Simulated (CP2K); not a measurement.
Runs of CP2K 2026.2 on NaI. Symmetry: Fm-3m, No. 225, cubic system. Conventional cell: a = 6.473 Å, b = 6.473 Å, c = 6.473 Å, α = 90.00°, β = 90.00°, γ = 90.00°. I (site symmetry m-3m) is surrounded by 6 Na at 3.24 Å. Na (site symmetry m-3m) is surrounded by 6 I at 3.24 Å. 

```tsv
level	potentials or basis	smearing	EPS_DEFAULT	NGRIDS	points a segment of the path (NPOINTS)	bands added on the path	CUTOFF of the grids	gap on the mesh (eV)	pressure (GPa)
TB-mBJ	POTENTIAL_UZH I GTH-PBE-q7, Na GTH-PBE-q9; TZVP-MOLOPT-PBE-GTH basis	fermi-dirac 0.01 eV	1.0E-9	5	6	6	1400 Ry	4.10	-
r2SCAN	POTENTIAL_UZH I GTH-SCAN-q7, Na GTH-SCAN-q9; TZVP-MOLOPT-SCAN-GTH basis	fermi-dirac 0.01 eV	1.0E-9	4	6	2	1400 Ry	(a)	(b)
PBE	POTENTIAL_UZH I GTH-PBE-q7, Na GTH-PBE-q9; TZVP-MOLOPT-PBE-GTH basis	fermi-dirac 0.0259 eV	1.0E-9	4	10	6	1350 Ry	3.63	0.7
LDA	GTH_POTENTIALS I GTH-PADE-q7, Na GTH-PADE-q9; TZVP-MOLOPT-PBE-GTH basis	fermi-dirac 0.0259 eV	1.0E-10	4	8	6	1350 Ry	3.39	-1.4
```

Alike in all rows: task band structure; no spin polarisation; cell as given; k mesh 7 × 7 × 7.

Q: Estimate the missing entries.

A: (a) 4.37; (b) 0.1.

Caveats: spin-orbit coupling is left out, which moves the levels of the heavy elements; the basis of atomic orbitals isn't converged, which shifts pressures, moduli and gaps; this is a model potential without an energy functional, so only levels have meaning (some runs); the potentials were made for another functional, which shifts forces and pressure (some runs).

A k mesh can miss the band edges, and the runs leave out spin-orbit coupling on I.
